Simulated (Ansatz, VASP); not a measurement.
## Two plane-wave programs on Zr3S2

```
Zr S
1.0
     2.89460    1.67097    3.48201
    -2.89461    1.67103    3.48196
     0.00005   -3.34228    3.48217
Zr S
3 2
Direct
  0.16189 0.83811 0.50001
  0.49999 0.16187 0.83812
  0.83813 0.50001 0.16187
  0.33488 0.33489 0.33489
  0.66512 0.66512 0.66512
```

Change from the starting cell: all atoms moved at random, sigma 0.4 Å a component, cell strained at random, sigma 0.01; relaxed back.

Alike in both runs: functional PBE; k mesh 6 × 6 × 6; occupations gaussian, width 0.15 eV; no spin polarisation.

Ansatz relaxed the structure, and its values are those at the end. VASP's run is a single point on that final structure, the one shown.

|  | VASP | Ansatz |
| --- | --- | --- |
| version | VASP 6.6.1 | Ansatz 0.2.0 |
| potentials or method | VASP PAW PBE potentials, release 64 (Zr_sv, S) | scalar-relativistic, plane waves, PAW |
| plane-wave cutoff (eV) | 520 | 420 |
| valence electrons in the cell | 48 | 48 |

```tsv
	VASP	Ansatz	Ansatz less VASP
gap on the k mesh at the Fermi level (eV)	none	none	-
pressure (GPa)	0.0	0.0	-0.02
```

A gap of «none» marks a metal or a gap that the smearing closes. The functional is the same, so the differences come from potentials, cutoffs and numerics.
